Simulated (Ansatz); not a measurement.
# SnO2: an axial (c/a) deformation path and further scans

An exercise on one series of results from a longer session: the logs are not shown, and one member is left open.

Program: Ansatz 0.2.0. Level of theory: DFT r2SCAN, scalar-relativistic, plane waves, PAW. These are calculated values, not measurements.

2 further runs of the same task are left out: 2 set aside as unsound or not needed.

### The system as given

It takes space group R-3m (No. 166, trigonal). Conventional cell: a = 3.210 Å, b = 3.210 Å, c = 13.065 Å, α = 90.00°, β = 90.00°, γ = 120.00°. Sn (site symmetry -3m) has 6 O at 2.09 Å as nearest neighbours. O (site symmetry 3m) has 3 Sn at 2.09 Å as nearest neighbours.

Structure file:

```cif
data_structure
_symmetry_space_group_name_H-M 'P 1'
_symmetry_Int_Tables_number 1
_cell_length_a 4.7328
_cell_length_b 4.7328
_cell_length_c 4.7328
_cell_angle_alpha 39.642
_cell_angle_beta 39.642
_cell_angle_gamma 39.642
_cell_volume 38.85
loop_
_atom_site_label
_atom_site_type_symbol
_atom_site_fract_x
_atom_site_fract_y
_atom_site_fract_z
_atom_site_occupancy
Sn1 Sn 0.50000 0.50000 0.50000 1
O1 O 0.24125 0.24125 0.24125 1
O2 O 0.75875 0.75875 0.75875 1
```

It goes back to an entry of the Materials Project, which need not be the stable form.

It is the result of an earlier relaxation at this level (volume 12.95 Å³/atom; gap on the mesh: 2.44 eV).

Set-up of the first run:

At fixed volume and fractional coordinates, lengths along (0.000, 0.000, 1.000) are scaled against those across it; ρ is that ratio over its starting value.

input.yaml

```yaml
crystal:
  lattice:
    - [1.694156292, 0.9781215912, 3.907773527]
    - [-1.694156292, 0.9781215912, 3.907773527]
    - [0.0, -1.9562431825, 3.907773527]
  atoms:
    - { symbol: Sn, position: [0.5, 0.5, 0.5] }
    - { symbol: O, position: [0.2412464623, 0.2412464623, 0.2412464623] }
    - { symbol: O, position: [0.7587535377, 0.7587535377, 0.7587535377] }
basis:
  ecutwfc: 500
kpoints:
  mp_grid: { grid: [12, 12, 12] }
hamiltonian:
  xc: r2scan
scf:
  occupations: { method: gaussian, width: 0.05 }
output:
  forces: true
  stress: true
  eigenvalues: true
```

Run with:

```bash
> ansatz run input.yaml --threads 1 --pin off --max-ram 2560MiB --backend cpu --events-out ev --progress --plain --runs-dir out
```

Among the steps run: ρ = 0.850; ρ = 1.200; ρ = 0.920; At ρ = 1.100; ρ = 0.960.

One table of the session follows, with a row left open; its other results are not shown here.

Collected from the runs (energy zero: the undisturbed cell):

| ρ | ΔE (meV/atom) | pressure (GPa) | gap on the mesh (eV) |
| --- | --- | --- | --- |
| 0.850 | 71.9 | -10.7 | 1.17 |
| 0.920 | ? | ? | ? |
| 0.960 | 5.3 | -2.8 | 2.13 |
| 1.000 | 0.0 | 0.0 | 2.44 |
| 1.100 | 32.9 | 6.9 | 3.10 |
| 1.200 | 128.4 | 13.4 | 3.59 |

Estimate the missing values for ρ = 0.920.

Worked estimate for «ΔE (meV/atom)». A straight line through the neighbours (0.850, 71.9) and (0.960, 5.3) gives 71.9 + (5.3 − 71.9) × (0.920 − 0.850) / (0.960 − 0.850) = 29.5; a parabola fitted to 3 rows on both sides gives 20.7.

The run gave: ΔE (meV/atom): 21.1; pressure (GPa): -5.7; gap on the mesh (eV): 1.79. In «ΔE (meV/atom)» the line misses by +8.4 and the parabola by -0.4.
